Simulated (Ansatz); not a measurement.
The calculation used DFT PBE, scalar-relativistic, plane waves, PAW in Ansatz. Settings: cutoff 420 eV, Γ-centred meshes spaced at most about 0.3 Å⁻¹, and about 0.25 Å⁻¹ or finer for metals (2π included), Gaussian smearing. No spin polarisation in the final relaxations.

All energies are static (0 K, no zero-point motion).

Two forms of SiC were relaxed alike.

1. Space group Fm-3m (No. 225), cubic, a = 4.057 Å. Si has 6 C at 2.03 Å; around C lie 6 Si at 2.03 Å.

2. Space group R3m (No. 160), trigonal, a = 3.098 Å, c = 10.911 Å. Si is surrounded by 3 C at 1.79 Å; C has 3 Si at 1.79 Å.

Question: Which form is favoured at zero pressure, and by what margin per atom?

Answer: Cell 2 is lower, by 245 meV/atom. Cell 1 has the rock salt type, space group Fm-3m (No. 225), 8.3 Å³/atom and no gap on its mesh; cell 2 has space group R3m (No. 160), 15.1 Å³/atom and a gap of 1.78 eV. Counting C atoms around Si (those within 1.25 times the shortest such distance or 1.15 times the sum of covalent radii), cell 1 has Si 6 and cell 2 has Si 3. Even the lower one lies +0.29 eV/atom against the reference forms of the elements (uncorrected), so neither is stable at this level. Both come from invented guesses. A third cell relaxed alike, in F-43m, lies 0.49 eV/atom below the lower of the two. The part of the Crystallography Open Database at hand lists SiC in space groups No. 36, 156, 160, 186, 216; sharing a group (F-43m and R3m) doesn't make a cell the listed structure.

Weakly bound directions are ill-defined at this level, which has no dispersion term (R3m), and this can change margins and order among such cells. Kohn–Sham gaps at this level usually fall short of measured ones. Cells relaxed within their symmetry can be saddle points.
